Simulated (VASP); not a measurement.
Hf, 2 atoms in the cell. It takes space group Fd-3m (No. 227, cubic). The conventional cell has a = 5.882 Å, b = 5.882 Å, c = 5.882 Å, α = 90.00°, β = 90.00°, γ = 90.00°. Hf (site symmetry -43m) has 4 Hf at 2.55 Å as nearest neighbours. The cell was built by a generator and needn't be a form met in nature.

```yaml
Program: VASP 6.6.1
Task: single point
Functional: PBEsol
Potentials_or_basis: VASP PAW PBE potentials, release 64 (Hf_pv)
Cutoff: 520 eV
k_mesh: 6 × 6 × 6
Occupations: gaussian, width 0.1 eV
Spin: no spin polarisation
Dipole_correction: no
Further_INCAR_settings: ALGO = Normal; EDIFF = 1e-06; NBANDS = 17
```

Potentials or basis: VASP PAW PBE potentials, release 64 (Hf_pv).

Run with:

```sh
$ cat potpaw_PBE.64/Hf_pv/POTCAR > POTCAR
$ mpirun -np 1 vasp_std > vasp.out
```

Hardware: 1 thread of Intel(R) Xeon(R) Platinum 8488C (Sapphire Rapids) (shared host).

Task: Estimate the wall time of this run.

Result: It took 12 s on 1 thread of Intel(R) Xeon(R) Platinum 8488C (Sapphire Rapids), on a shared host, peak memory 0.17 GiB. Counts: scf iterations 11, k points 16.
